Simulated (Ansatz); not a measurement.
This Ba₇O structure is the end of a relaxation. The cell was found from a structure generator's guess, not taken from experiment.

Computed with DFT PBE, scalar-relativistic, plane waves, PAW in Ansatz 0.2.0. Cutoff 420 eV, Γ-centred mesh, Gaussian smearing, no spin polarisation.

```cif
data_structure
_symmetry_space_group_name_H-M 'P 1'
_symmetry_Int_Tables_number 1
_cell_length_a 8.3985
_cell_length_b 8.3985
_cell_length_c 8.3985
_cell_angle_alpha 60.000
_cell_angle_beta 60.000
_cell_angle_gamma 60.000
_cell_volume 418.89
loop_
_atom_site_label
_atom_site_type_symbol
_atom_site_fract_x
_atom_site_fract_y
_atom_site_fract_z
_atom_site_occupancy
Ba1 Ba 0.50000 0.00000 0.50000 1
Ba2 Ba 0.50000 0.50000 0.00000 1
Ba3 Ba 0.00000 0.50000 0.50000 1
Ba4 Ba 0.50000 0.50000 0.50000 1
Ba5 Ba 0.00000 0.50000 0.00000 1
Ba6 Ba 0.00000 0.00000 0.50000 1
Ba7 Ba 0.50000 0.00000 0.00000 1
O1 O 0.00000 0.00000 0.00000 1
```

Energies over the elements count from the elements' standard structures at the same level (O₂ as a molecule), with no fitted energy shifts.

(1) Find its symmetry and describe it.

(2) What is its formation energy per atom?

(3) Is it a metal?

Results:

(1) Fm-3m (No. 225). Conventional cell: a = 11.877 Å. Ba on a site of symmetry mmm is surrounded by 10 Ba at 4.20 Å and 2 O at 4.20 Å; Ba on a site of symmetry m-3m is surrounded by 12 Ba at 4.20 Å; O is surrounded by 12 Ba at 4.20 Å (long against the sum of covalent radii).

(2) +0.13 eV/atom. A positive value: parting into the elements would lower its energy.

(3) Yes, bands cross the Fermi level on the 6×6×6 mesh.

The last run used a 6×6×6 mesh for its 8-atom cell and Gaussian smearing of 0.10 eV. Symmetry constrained the relaxation, so the result can be a saddle point.
